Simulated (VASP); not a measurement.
# InSb (F-43m) in VASP: notebook

One crystal, InSb, is run at these levels: PBEsol; tasks: relaxation of cell and atoms.

Program: VASP 6.6.1. These are calculated values, not measurements. Logs are shortened: lines on timing, memory, paths and dates and some standing lists are left out, and cuts for length are marked.

### Step 1. The crystal as given

It takes space group F-43m (No. 216, cubic). The conventional cell has a = 6.478 Å, b = 6.478 Å, c = 6.478 Å, α = 90.00°, β = 90.00°, γ = 90.00°. In (site symmetry -43m) has 4 Sb at 2.81 Å as nearest neighbours. Around Sb (site symmetry -43m) lie 4 In at 2.81 Å.

### Step 2. Relaxation of cell and atoms, PBEsol

INCAR

```
PREC = Accurate
ENCUT = 520
EDIFF = 1E-7
ISMEAR = 0
SIGMA = 0.02
LREAL = False
LASPH = True
NELM = 80
ALGO = Normal
ISIF = 3
LWAVE = False
LCHARG = False
GGA = PS
IBRION = 2
NSW = 80
EDIFFG = -0.002
KPAR = 4
```

KPOINTS

```
Automatic mesh
0
Gamma
  8 8 8
```

POSCAR

```
InSb
1.0
    0.0000000000      3.2391000000      3.2391000000
    3.2391000000      0.0000000000      3.2391000000
    3.2391000000      3.2391000000      0.0000000000
In Sb
1 1
Direct
    0.0000000000      0.0000000000      0.0000000000
    0.2500000000      0.2500000000      0.2500000000
```

Potentials or basis: VASP PAW PBE potentials, release 64 (In_d, Sb).

On the command line:

```bash
> cat potpaw_PBE.64/In_d/POTCAR potpaw_PBE.64/Sb/POTCAR > POTCAR
> mpirun -np 4 vasp_std > vasp.out
```

OUTCAR:

```text
PREC = Accurate
   ENCUT = 520
   EDIFF = 1E-7
   ISMEAR = 0
   LREAL = False
   LASPH = True
   NELM = 80
   ISIF = 3
   GGA = PS
   IBRION = 2
   NSW = 80
   EDIFFG = -0.002

 ion  position               nearest neighbor table
   1  0.000  0.000  0.000-   2 2.81   2 2.81   2 2.81   2 2.81
   2  0.250  0.250  0.250-   1 2.81   1 2.81   1 2.81   1 2.81

  LATTYP: Found a face centered cubic cell.
 ALAT       =     6.4782000000

  Lattice vectors:

 A1 = (   0.0000000000,   3.2391000000,   3.2391000000)
 A2 = (   3.2391000000,   0.0000000000,   3.2391000000)
 A3 = (   3.2391000000,   3.2391000000,   0.0000000000)

Analysis of symmetry for initial positions (statically):
=====================================================================
 Subroutine PRICEL returns:
 Original cell was already a primitive cell.

 Routine SETGRP: Setting up the symmetry group for a
 face centered cubic supercell.

 Subroutine GETGRP returns: Found 24 space group operations
 (whereof 24 operations were pure point group operations)
 out of a pool of 48 trial point group operations.

The static configuration has the point symmetry T_d .

Analysis of symmetry for dynamics (positions and initial velocities):
=====================================================================
 Subroutine PRICEL returns:
 Original cell was already a primitive cell.

 Routine SETGRP: Setting up the symmetry group for a
 face centered cubic supercell.

 Subroutine GETGRP returns: Found 24 space group operations
 (whereof 24 operations were pure point group operations)
 out of a pool of 48 trial point group operations.

The dynamic configuration has the point symmetry T_d .

 Subroutine INISYM returns: Found 24 space group operations
 (whereof 24 operations are pure point group operations),
 and found     1 'primitive' translations

----------------------------------------------------------------------------------------

                                     Primitive cell

  volume of cell :      67.9678

  direct lattice vectors                    reciprocal lattice vectors
     0.000000000  3.239100000  3.239100000    -0.154363867  0.154363867  0.154363867
     3.239100000  0.000000000  3.239100000     0.154363867 -0.154363867  0.154363867
     3.239100000  3.239100000  0.000000000     0.154363867  0.154363867 -0.154363867

  length of vectors
     4.580779150  4.580779150  4.580779150     0.267366060  0.267366060  0.267366060

  position of ions in fractional coordinates (direct lattice)
     0.000000000  0.000000000  0.000000000
     0.250000000  0.250000000  0.250000000

  ion indices of the primitive-cell ions
   primitive index   ion index
                 1           1
                 2           2

[... 91 lines left out ...]
     AMIX_MAG =   1.60;   BMIX_MAG =  1.00
  volume/ion in A,a.u.               =      33.98       229.33
  Fermi-wavevector in a.u.,A,eV,Ry     =   1.051311  1.986690 15.037912  1.105255
  Thomas-Fermi vector in A             =   2.186349
   LORBIT       =      0    0 simple, 1 ext, 2 COOP (PROOUT), +10 PAW based schemes
   GGA     = PS    functional components
   LHFCALC =     F    Hartree Fock is set to
   AEXX    =    0.0000 exact exchange contribution
   IVDW    =     0    specifies the selected vdW correction
   LEPSILON=     F    determine dielectric tensor
   LRPA    =     F    only Hartree local field effects (RPA)
 conjugate gradient relaxation of ions
 non-spin polarized calculation
 Gauss-broadening in eV      SIGMA  =   0.02
  energy-cutoff  :      520.00
  volume of cell :       67.97
 maximum number of plane-waves:      1850
 NGX is ok and might be reduce to    36
   NGX = 17   NGY = 17   NGZ = 17

--------------------------------------- Ionic step        1  -------------------------------------------

 number of electron      17.9999993 magnetization

 Free energy of the ion-electron system (eV)
  ---------------------------------------------------
  ext. energy  EPLUGINS =         0.00000000
  ---------------------------------------------------
  free energy    TOTEN  =        -7.69189766 eV

  energy without entropy =       -7.69183740  energy(sigma->0) =       -7.69186753

------------------------ aborting loop because EDIFF is reached ----------------------------------------

  FORCE on cell =-STRESS in cart. coord.  units (eV):
  Direction    XX          YY          ZZ          XY          YZ          ZX
  --------------------------------------------------------------------------------------
  -------------------------------------------------------------------------------------
  Total        0.3723829      0.3723829      0.3723829     -0.0000000      0.0000000      0.0000000
  in kB        8.7780347      8.7780347      8.7780347     -0.0000000      0.0000000      0.0000000
  external PRESSURE =       8.7780347 kB  Pullay stress =       0.0000000 kB
[... 23 lines left out ...]
--------------------------------------- Ionic step        2  -------------------------------------------

 number of electron      17.9999996 magnetization

 E-fermi :   4.6946     XC(G=0):  -8.7557

 val. band max:        4.6884641704   @ k =   0.0000   0.0000   0.0000
 cond. band min:       5.1143914106   @ k =   0.5000   0.0000   0.0000
 fundamental gap:      0.4259272403
 Fermi energy:         4.6945555238

 k-point     1 :       0.0000    0.0000    0.0000
  band No.  band energies     occupation
      1      -9.7987      2.00000
      2      -9.7987      2.00000
      3      -9.7987      2.00000
      4      -9.7194      2.00000
      5      -9.7194      2.00000
      6      -5.8950      2.00000
      7       4.2778      2.00000
      8       4.6885      1.33333
      9       4.6885      1.33333
     10       4.6885      1.33333
     11       7.6215      0.00000
     12       7.6215      0.00000
     13       7.6215      0.00000
[... 403 lines left out ...]
--------------------------------------- Ionic step        3  -------------------------------------------

 number of electron      17.9999994 magnetization

 Free energy of the ion-electron system (eV)
  ---------------------------------------------------
  ext. energy  EPLUGINS =         0.00000000
  ---------------------------------------------------
  free energy    TOTEN  =        -7.69548508 eV

  energy without entropy =       -7.69542482  energy(sigma->0) =       -7.69545495

 E-fermi :   4.7703     XC(G=0):  -8.7868

 val. band max:        4.7642201596   @ k =   0.0000   0.0000   0.0000
 cond. band min:       5.2023907100   @ k =   0.5000   0.0000   0.0000
 fundamental gap:      0.4381705504
 Fermi energy:         4.7703115144

 k-point     1 :       0.0000    0.0000    0.0000
  band No.  band energies     occupation
      1      -9.7379      2.00000
      2      -9.7379      2.00000
      3      -9.7379      2.00000
      4      -9.6566      2.00000
      5      -9.6566      2.00000
      6      -5.8648      2.00000
      7       4.3948      2.00000
      8       4.7642      1.33333
      9       4.7642      1.33333
     10       4.7642      1.33333
     11       7.6965      0.00000
     12       7.6965      0.00000
     13       7.6965      0.00000
[... 397 lines left out ...]
  FREE ENERGIE OF THE ION-ELECTRON SYSTEM (eV)
  ---------------------------------------------------
  free  energy   TOTEN  =        -7.6954850784 eV

  energy  without entropy=       -7.6954248197  energy(sigma->0) =       -7.69545495

 reached required accuracy - stopping structural energy minimisation
```

CONTCAR:

```text
InSb
   1.00000000000000
    -0.0000000000000000    3.2601865224358177    3.2601865224358177
     3.2601865224358177   -0.0000000000000000    3.2601865224358177
     3.2601865224358177    3.2601865224358177    0.0000000000000000
  In              Sb
     1     1
Direct
     0.0000000000000000    0.0000000000000000    0.0000000000000000
     0.2500000000000000    0.2500000000000000    0.2500000000000000

  0.00000000E+00  0.00000000E+00  0.00000000E+00
  0.00000000E+00  0.00000000E+00  0.00000000E+00
```

Wall time 38 s (4 MPI ranks of Intel Xeon Platinum 8259CL at 2.50GHz (Skylake/Cascade Lake), shared host); peak memory 0.23 GiB.

What came out:

```yaml
Free_energy: -7.6955 eV
Relaxed_volume: 34.65 Å³/atom
Relaxed_cell: a = 4.611 Å, b = 4.611 Å, c = 4.611 Å, α = 60.00°, β = 60.00°, γ = 60.00°
Space_group_after_relaxing_to_0.05_Å: F-43m (No. 216)
Energy_gained_by_relaxing: 1.8 meV/atom
Ionic_steps: 3
Pressure_after_relaxing: 0.0 GPa
Band_gap_on_the_k_mesh: none (metal or under the smearing width)
```

The path:
| step | energy change (eV) | largest force (eV/Å) | pressure (GPa) | volume (Å³) |
| --- | --- | --- | --- | --- |
| 1 | 0.0000 | 0.0000 | 0.88 | 67.97 |
| 2 | -0.0031 | 0.0000 | -0.31 | 69.82 |
| 3 | -0.0036 | 0.0000 | 0.00 | 69.30 |

Final structure:
```
In Sb
1.0
     0.00000    3.26019    3.26019
     3.26019    0.00000    3.26019
     3.26019    3.26019    0.00000
In Sb
1 1
Direct
  0.00000 0.00000 0.00000
  0.25000 0.25000 0.25000
```

Levels at points of the mesh, in eV from the Fermi level:
```
           k point  band 5  band 6  band 7  band 8  band 9  band 10  band 11  band 12  band 13
(0.00, 0.00, 0.00)  -14.43  -10.64   -0.38   -0.01   -0.01    -0.01     2.93     2.93     2.93
(0.50, 0.00, 0.00)  -14.43   -9.31   -5.58   -0.99   -0.99     0.43     3.77     3.77     5.96
(0.50, 0.50, 0.00)  -14.42   -8.72   -5.87   -2.22   -2.22     1.27     1.28     8.00     8.00
```

Caveat: the PAW data sets were made with another functional, which shifts forces and pressure a little; this crystal is a semiconductor, whose small gap the functional closes, so the metal is an error of the method.

### Step 3. Relaxation of cell and atoms, PBEsol

This run uses another cell than the first one, of 34.65 Å³/atom, 1.020 times its volume.

INCAR is that of step 2.

KPOINTS is that of step 2.

POSCAR

```
InSb                                    
1.0
   -0.0000000000      3.2601865224      3.2601865224
    3.2601865224     -0.0000000000      3.2601865224
    3.2601865224      3.2601865224      0.0000000000
  In              Sb            
     1     1
Direct
     0.0000000000000000    0.0000000000000000    0.0000000000000000
     0.2500000000000000    0.2500000000000000    0.2500000000000000
```

Potentials or basis: VASP PAW PBE potentials, release 64 (In_d, Sb).

On the command line:

```bash
> cat potpaw_PBE.64/In_d/POTCAR potpaw_PBE.64/Sb/POTCAR > POTCAR
> mpirun -np 4 vasp_std > vasp.out
```

It took 20 s on 4 MPI ranks of Intel Xeon Platinum 8259CL at 2.50GHz (Skylake/Cascade Lake), shared host; peak memory 0.21 GiB.

The run converged. Its results:

```
Free energy             : -7.6957 eV
Pressure after relaxing : 0.0 GPa
Band gap on the k mesh  : none (metal or under the smearing width)
```

Final structure:
```
CELL_PARAMETERS angstrom
0.00000 3.26019 3.26019
3.26019 0.00000 3.26019
3.26019 3.26019 0.00000
ATOMIC_POSITIONS crystal
In 0.00000 0.00000 0.00000
Sb 0.25000 0.25000 0.25000
```

Levels at points of the mesh, in eV from the Fermi level:
| k point | band 6 | band 7 | band 8 | band 9 | band 10 | band 11 | band 12 | band 13 |
| --- | --- | --- | --- | --- | --- | --- | --- | --- |
| (0.00, 0.00, 0.00) | -10.64 | -0.38 | -0.01 | -0.01 | -0.01 | 2.93 | 2.93 | 2.93 |
| (0.50, 0.00, 0.00) | -9.31 | -5.58 | -0.99 | -0.99 | 0.43 | 3.77 | 3.77 | 5.96 |
| (0.50, 0.50, 0.00) | -8.72 | -5.87 | -2.22 | -2.22 | 1.27 | 1.28 | 8.00 | 8.00 |

Caveat: the relaxation stopped at its first step, so nothing moved; the PAW data sets were made with another functional, which shifts forces and pressure a little; this crystal is a semiconductor, whose small gap the functional closes, so the metal is an error of the method.
